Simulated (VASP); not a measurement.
# Settings for Co: density of states

Co, P6_3/mmc (no. 194), 2 atoms in the cell. LDA; PAW potentials Co (LDA set). VASP 6.6.1.

Wanted: density of states by 0.5 eV bins within 4 %; centre of the states within 12 eV below the valence top within 0.01 eV; states at the Fermi level within 4 %.

What the run is for: density of states; Accuracy asked: tight; k mesh of the density: 14 × 14 × 8.

POSCAR:
```
Co
1.0
    2.4719999032      0.0000000000      0.0000000000
   -1.2359999516      2.1408147143      0.0000000000
    0.0000000000      0.0000000000      4.0211440800
Co
2
Direct
    0.6666666667      0.3333333333      0.7500000000
    0.3333333333      0.6666666667      0.2500000000
```

The series start from Plane-wave cutoff (eV): 310; k-point mesh: 17 × 17 × 9; Energy points (NEDOS): 2001; Occupations for the DOS: ISMEAR=-5; Electronic threshold (eV): 1e-6; Precision mode (PREC): Accurate. Each series keeps the choices made before it, and each single choice may use up half of a tolerance. Times cover all steps of a run.

## Plane-wave cutoff (eV)

| Plane-wave cutoff (eV) | Density of states by 0.5 eV bins, largest deviation against the largest value | Centre of the states within 12 eV below the valence top (eV) | States at the Fermi level (states/eV/atom) | Time (s) |
|---|---|---|---|---|
| 220 | 6.1 % | -2.348 | 0.9312 | 36 |
| 270 | 0.16 % | -2.377 | 0.929 | 58 |
| 310 | 0.38 % | -2.379 | 0.9296 | 33 |
| 350 | 0.13 % | -2.379 | 0.9296 | 74 |
| 430 | 0.018 % | -2.377 | 0.9297 | 94 |
| 540 (reference) | 0 % | -2.377 | 0.9297 | 113 |

Chosen: 270, the loosest value from which every tighter one stays within half of the tolerance.

## k-point mesh

| k-point mesh | Density of states by 0.5 eV bins, largest deviation against the largest value | Centre of the states within 12 eV below the valence top (eV) | States at the Fermi level (states/eV/atom) | Time (s) |
|---|---|---|---|---|
| 7 × 7 × 4 | 17 % | -2.436 | 1.028 | 17 |
| 9 × 9 × 5 | 14 % | -2.413 | 1.09 | 18 |
| 11 × 11 × 6 | 8.1 % | -2.398 | 0.8738 | 22 |
| 14 × 14 × 8 | 5 % | -2.387 | 0.9073 | 33 |
| 17 × 17 × 9 | 3.9 % | -2.377 | 0.929 | 58 |
| 20 × 20 × 11 | 1.7 % | -2.374 | 0.9027 | 51 |
| 25 × 25 × 14 | 0.71 % | -2.372 | 0.887 | 87 |
| 30 × 30 × 16 (reference) | 0 % | -2.370 | 0.8796 | 113 |

Chosen: 25 × 25 × 14.

## Energy points (NEDOS)

| Energy points (NEDOS) | Density of states by 0.5 eV bins, largest deviation against the largest value | Centre of the states within 12 eV below the valence top (eV) | States at the Fermi level (states/eV/atom) | Time (s) |
|---|---|---|---|---|
| 301 | 6.2 % | -2.359 | 0.8834 | 50 |
| 501 | 2 % | -2.372 | 0.8856 | 50 |
| 1001 | 0.37 % | -2.373 | 0.8887 | 50 |
| 2001 | 0.099 % | -2.372 | 0.887 | 87 |
| 4001 (reference) | 0 % | -2.372 | 0.8866 | 50 |

Chosen: 1001.

## Occupations for the DOS

| Occupations for the DOS | Density of states by 0.5 eV bins, largest deviation against the largest value | Centre of the states within 12 eV below the valence top (eV) | States at the Fermi level (states/eV/atom) | Time (s) |
|---|---|---|---|---|
| ISMEAR=-5 | 0 % | -2.373 | 0.8887 | 50 |
| ISMEAR=-4 | 0 % | -2.373 | 0.8887 | 49 |
| ISMEAR=0 SIGMA=0.05 | 3.5 % | -2.357 | 0.9073 | 40 |
| ISMEAR=0 SIGMA=0.1 | 3.8 % | -2.357 | 0.9172 | 40 |
| ISMEAR=-15 SIGMA=0.025 | 0.0037 % | -2.373 | 0.8887 | 53 |
| ISMEAR=1 SIGMA=0.1 | 3.7 % | -2.356 | 0.9211 | 40 |

Chosen: ISMEAR=-5; no other choice that stays within half of the tolerance saves 30 % of the time.

## Electronic threshold (eV)

| Electronic threshold (eV) | Density of states by 0.5 eV bins, largest deviation against the largest value | Centre of the states within 12 eV below the valence top (eV) | States at the Fermi level (states/eV/atom) | Time (s) |
|---|---|---|---|---|
| 0.001 | 0.11 % | -2.373 | 0.8885 | 42 |
| 0.0001 | 0.12 % | -2.373 | 0.8885 | 43 |
| 1e-5 | 0 % | -2.373 | 0.8887 | 45 |
| 1e-6 (reference) | 0 % | -2.373 | 0.8887 | 50 |

Chosen: 0.001.

## Precision mode (PREC)

| Precision mode (PREC) | Density of states by 0.5 eV bins, largest deviation against the largest value | Centre of the states within 12 eV below the valence top (eV) | States at the Fermi level (states/eV/atom) | Time (s) |
|---|---|---|---|---|
| Normal | 0.011 % | -2.373 | 0.8885 | 33 |
| Accurate (reference) | 0 % | -2.373 | 0.8885 | 42 |

Chosen: Normal.

## All choices together

| Input | Density of states by 0.5 eV bins, largest deviation against the largest value | Centre of the states within 12 eV below the valence top (eV) | States at the Fermi level (states/eV/atom) | Time (s) |
|---|---|---|---|---|
| defaults for smearing, thresholds and mesh (naive) | 13 % | -2.323 | 0.9474 | 17 |
| chosen settings | 0.63 % | -2.373 | 0.8885 | 33 |
| reference settings throughout | 0 % | -2.371 | 0.8808 | 178 |

The tolerance is met.

## The input

INCAR.step1:
```
ALGO     = Normal         # electronic algorithm
EDIFF    = 0.001          # SCF threshold, eV
ENCUT    = 270            # plane-wave cutoff, eV
GGA      = CA             # functional
GGA_COMPAT= False        
ISMEAR   = 1              # smearing method
ISPIN    = 2              # spin polarisation
KPAR     = 4            
LASPH    = True           # aspherical terms in the spheres
LCHARG   = True           # write CHGCAR
LMAXMIX  = 4              # l up to which the mixer works
LORBIT   = 11             # projections on sites
LREAL    = False          # projectors in reciprocal space
LWAVE    = False          # write WAVECAR
MAGMOM   = 2 2            # initial moments
NBANDS   = 31             # bands
NELM     = 200            # most SCF steps
PREC     = Normal         # precision mode
SIGMA    = 0.1            # smearing width, eV
```

INCAR.step2, as INCAR.step1 but for:
```
- ISMEAR = 1
- LCHARG = True
- SIGMA = 0.1
+ EMAX = 18.1834
+ EMIN = -3.8166
+ ICHARG = 11
+ ISMEAR = -5
+ LCHARG = False
+ NEDOS = 1001
```

KPOINTS.step1:
```
k-points
0
Gamma
  14 14 8
```

KPOINTS.step2:
```
Automatic mesh
0
Gamma
  25 25 14
  0 0 0
```

Commands (each step's output is kept before the next begins):
```
cat potpaw_LDA.64/Co/POTCAR > POTCAR
cp INCAR.step1 INCAR
cp KPOINTS.step1 KPOINTS
mpirun -np 4 vasp_std > vasp.out
cp INCAR.step2 INCAR
cp KPOINTS.step2 KPOINTS
mpirun -np 4 vasp_std > vasp.out
```

Limits: The moments start parallel; another order may lie lower.

The chosen input took VASP 6.6.1 33 s on 4 cores (Intel Xeon Platinum 8259CL @ 2.50GHz (Skylake/Cascade Lake)), a shared host.

## An input that fails: broad smearing on a coarse energy grid

It runs to its end, but against the unchanged starting input it is off by 15 % in the density of states by 0.5 eV bins, 0.052 eV in the centre of the states within 12 eV below the valence top, 39 % in the states at the Fermi level.

Changes against the starting input:
```
(step 2)
- ISMEAR = -5
- NELM = 200
- NEDOS = 2001
+ ISMEAR = 0
+ NELM = 60
+ NEDOS = 301
+ SIGMA = 0.5
```
